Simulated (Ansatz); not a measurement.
# Ga4As4H9: the cost of one run

Program: Ansatz 0.2.0. Level of theory: DFT PBE, scalar-relativistic, plane waves, PAW. These are calculated values, not measurements.

## 1. Starting point

Symmetry: F-43m, No. 216, cubic system. Conventional cell: a = 5.745 Å, b = 5.745 Å, c = 5.745 Å, α = 90.00°, β = 90.00°, γ = 90.00°. Ga (site symmetry -43m) has 4 As at 2.49 Å in its first shell of neighbours. As (site symmetry -43m) has 4 Ga at 2.49 Å in its first shell of neighbours.

Structure file:

```xyz
2
Lattice="0.0000 2.8727 2.8727 2.8727 0.0000 2.8727 2.8727 2.8727 0.0000" Properties=species:S:1:pos:R:3 pbc="T T T"
Ga    0.0000    0.0000    0.0000
As    4.3090    4.3090    4.3090
```

It is the result of an earlier relaxation at this level (volume 23.71 Å³/atom; gap on the mesh: 0.16 eV).

## 2. Building the [001] wire, 16 host atoms a period with H caps

The wire is cut from the relaxed crystal, periodic along c with vacuum across. Atoms and period relax; energies count from the bulk, -4319.9303 eV an atom. Each H cap counts from half an H2 molecule (-15.872 eV in a separate run).

The cell holds 8 Ga, 8 As, 18 H: a = 18.000 Å, b = 18.300 Å, c = 5.745 Å, α = 90.00°, β = 90.00°, γ = 90.00°.

## 3. Relaxation

Pressure and volume refer to the whole cell with its vacuum; only the period along c may change.

Input file input.yaml:

```yaml
crystal:
  lattice:
    - [18.0, 0.0, 0.0]
    - [0.0, 18.3, 0.0]
    - [0.0, 0.0, 5.7453845737]
  atoms:
    - { symbol: Ga, position: [0.5390966286, 0.5384557003, 0.0] }
    - { symbol: As, position: [0.2997056047, 0.6169445606, 0.75] }
    - { symbol: As, position: [0.6188936366, 0.3029891194, 0.75] }
    - { symbol: As, position: [0.6188936366, 0.6169445606, 0.75] }
    - { symbol: Ga, position: [0.5390966286, 0.3814779797, 0.5] }
    - { symbol: Ga, position: [0.5390966286, 0.6954334209, 0.5] }
    - { symbol: As, position: [0.2997056047, 0.45996684, 0.25] }
    - { symbol: As, position: [0.6188936366, 0.45996684, 0.25] }
    - { symbol: Ga, position: [0.3795026127, 0.5384557003, 0.5] }
    - { symbol: Ga, position: [0.6986906445, 0.5384557003, 0.5] }
    - { symbol: As, position: [0.4592996206, 0.3029891194, 0.25] }
    - { symbol: As, position: [0.4592996206, 0.6169445606, 0.25] }
    - { symbol: Ga, position: [0.3795026127, 0.3814779797, 0.0] }
    - { symbol: Ga, position: [0.3795026127, 0.6954334209, 0.0] }
    - { symbol: Ga, position: [0.6986906445, 0.3814779797, 0.0] }
    - { symbol: As, position: [0.4592996206, 0.45996684, 0.75] }
    - { symbol: H, position: [0.250951582, 0.5689897841, 0.9027438935] }
    - { symbol: H, position: [0.250951582, 0.664899337, 0.5972561065] }
    - { symbol: H, position: [0.5701396138, 0.2550343429, 0.9027438935] }
    - { symbol: H, position: [0.6676476593, 0.2550343429, 0.5972561065] }
    - { symbol: H, position: [0.6676476593, 0.664899337, 0.9027438935] }
    - { symbol: H, position: [0.5894544021, 0.7449656571, 0.3422316364] }
    - { symbol: H, position: [0.4887388551, 0.7449656571, 0.6577683636] }
    - { symbol: H, position: [0.250951582, 0.5079216164, 0.0972561065] }
    - { symbol: H, position: [0.250951582, 0.4120120635, 0.4027438935] }
    - { symbol: H, position: [0.749048418, 0.5879879365, 0.3422316364] }
    - { symbol: H, position: [0.749048418, 0.4889234641, 0.6577683636] }
    - { symbol: H, position: [0.5080536434, 0.2550343429, 0.0972561065] }
    - { symbol: H, position: [0.4105455979, 0.2550343429, 0.4027438935] }
    - { symbol: H, position: [0.3291448392, 0.3319457435, 0.8422316364] }
    - { symbol: H, position: [0.3291448392, 0.7449656571, 0.1577683636] }
    - { symbol: H, position: [0.4298603862, 0.7449656571, 0.8422316364] }
    - { symbol: H, position: [0.749048418, 0.3319457435, 0.1577683636] }
    - { symbol: H, position: [0.749048418, 0.4310102159, 0.8422316364] }
basis:
  ecutwfc: 420
kpoints:
  mp_grid: { grid: [1, 1, 10] }
hamiltonian:
  xc: pbe
scf:
  occupations: { method: gaussian, width: 0.05 }
output:
  forces: true
  stress: true
  eigenvalues: true
  populations: true
  write_density: true
  write_potential: true
  elf: true
  volumetric_format: npy
relax:
  adjacent_minimum: "off"
  f_tol: 0.02
  max_steps: 45
  cell: { fix: [a, b, alpha, beta, gamma], stress_tol: 0.03 }
```

Command:

```bash
> ansatz run input.yaml --threads 4 --pin off --max-ram 11264MiB --backend cpu --events-out ev --progress --plain --runs-dir out
```

Q: Estimate wall time and peak memory on 4 threads of Intel Xeon 6975P-C (Granite Rapids), shared host.

About 7.7 min, with a peak of 5.8 GiB.
